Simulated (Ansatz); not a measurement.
A run of Ansatz 0.2.0 is set up as follows.

File input.yaml:

```yaml
crystal:
  lattice:
    - [0.0, 2.024805, 2.024805]
    - [2.024805, 0.0, 2.024805]
    - [2.024805, 2.024805, 0.0]
  atoms:
    - { symbol: Al, position: [0.0, 0.0, 0.0] }
hamiltonian:
  xc: r2scan
  pseudopotentials: { kind: paw }
kpoints:
  mp_grid: { grid: [11, 11, 11] }
  band_path:
    path:
      - [[0.0, 0.0, 0.0], [0.5, 0.0, 0.5], [0.5, 0.25, 0.75], [0.375, 0.375, 0.75], [0.0, 0.0, 0.0], [0.5, 0.5, 0.5], [0.625, 0.25, 0.625], [0.5, 0.25, 0.75], [0.5, 0.5, 0.5], [0.375, 0.375, 0.75]]
      - [[0.625, 0.25, 0.625], [0.5, 0.0, 0.5]]
    npoints: 14
scf:
  occupations: { method: fermi_dirac, width: 0.05 }
  n_extra_bands: 6
output:
  forces: true
  stress: true
  eigenvalues: true
  fatbands: false
```

Potentials or basis: Ansatz PAW.

Command:

```sh
$ ansatz run input.yaml --threads 2 --pin off --max-ram 5632MiB --backend cpu --events-out ev --progress --plain --runs-dir out
```

(1) Predict the band gap on the k mesh.

(2) Predict the pressure.

Answers

(1) none (metal or under the smearing width).

(2) -3.4 GPa.

Caveat: the PAW data sets come from PBE, with cores solved anew for the run's functional, which leaves a small shift of forces and pressure.
